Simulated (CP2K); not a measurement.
TiO2:

```
Ti O
1.0
     5.29100    0.00000    0.00000
    -2.64550    4.58214    0.00000
     0.00000    0.00000    6.13300
Ti O
3 6
Direct
  0.46446 0.98915 0.29998
  0.01771 0.45763 0.64829
  0.54710 0.55927 0.99816
  0.39862 0.31075 0.22418
  0.68466 0.07622 0.56390
  0.91504 0.60361 0.88112
  0.32561 0.42086 0.78586
  0.11687 0.72076 0.45546
  0.52993 0.86176 0.14304
```

The cell comes from a database or a generator and needn't be the stable form of this composition.

The cell isn't the ideal one: all atoms moved at random.

Base run:

```yaml
Program: CP2K 2026.2
Functional: LDA
Potentials_or_basis: POTENTIAL_UZH Ti GTH-PBE-q12, O GTH-PBE-q6; DZVP-MOLOPT-PBE-GTH basis
Density_cutoff: 11565 eV
k_mesh: 5 × 5 × 4
Occupations: fermi-dirac, width 0.05 eV
Spin: no spin polarisation
```

Its results: band gap on the k mesh 3.14 eV, indirect (least direct gap 3.23 eV); pressure 15.6 GPa; largest force 41.663 eV/Å.

**Question.** After a change of settings the same cell gave: band gap on the k mesh 3.17 eV, indirect (least direct gap 3.25 eV); pressure 17.9 GPa; largest force 41.458 eV/Å. Which change was it?
A. functional from LDA to PBEsol
B. functional from LDA to HLE16
C. functional from LDA to HLE17
D. functional from LDA to RPBE

**Answer.** A.

PBEsol binds less tightly than LDA, so the same cell stands under more pressure.

Caveats: the potentials were made for another functional, which shifts forces and pressure; an odd mesh through Γ misses points on the zone boundary, where band edges often lie; the basis of atomic orbitals isn't converged, which shifts pressures, moduli and gaps.
